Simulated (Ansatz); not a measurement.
# TaN: the cost of one run

Computed with Ansatz 0.2.0 (DFT PBEsol, scalar-relativistic, plane waves, PAW, unless a step's input says otherwise).

3 further runs of the same task are left out: 3 set aside as unsound or not needed.

**1. The structure to begin with**

It takes space group P-6m2 (No. 187, hexagonal). The conventional cell has a = 2.924 Å, b = 2.924 Å, c = 2.870 Å, α = 90.00°, β = 90.00°, γ = 120.00°. Ta (site symmetry -6m2) is surrounded by 6 N at 2.22 Å. N (site symmetry -6m2) has 6 Ta at 2.22 Å as nearest neighbours.

Coordinates:

```
CELL_PARAMETERS angstrom
2.92427 0.00000 0.00000
-1.46214 2.53249 0.00000
0.00000 0.00000 2.87017
ATOMIC_POSITIONS crystal
Ta 0.33333 0.66667 0.50000
N 0.00000 0.00000 0.00000
```

This cell was relaxed beforehand with the same method: volume 10.63 Å³/atom, gap on the mesh none (metal).

**2. Relaxing at 16 GPa**

What is minimised here is the enthalpy; the energy can go up as the cell is squeezed.

Contents of input.yaml:

```yaml
crystal:
  lattice:
    - [2.9242701629, 0.0, 0.0]
    - [-1.4621350814, 2.5324922486, 0.0]
    - [0.0, 0.0, 2.8701686366]
  atoms:
    - { symbol: Ta, position: [0.3333333333, 0.6666666667, 0.5] }
    - { symbol: "N", position: [0.0, 0.0, 0.0] }
basis:
  ecutwfc: 420
kpoints:
  mp_grid: { grid: [18, 18, 14] }
hamiltonian:
  xc: pbesol
scf:
  occupations: { method: fermi_dirac, width: 0.15 }
output:
  forces: true
  stress: true
  eigenvalues: true
relax:
  adjacent_minimum: "off"
  f_tol: 0.001
  max_steps: 60
  cell: { stress_tol: 0.02, p_target: 16.0 }
```

Run with:

```
$ ansatz run input.yaml --threads 1 --pin off --max-ram 3072MiB --backend cpu --events-out ev --progress --plain --runs-dir out
```

Q: Estimate wall time and peak memory on 1 thread of Arm Neoverse V1, shared host.

About 86 s, with a peak of 0.43 GiB.
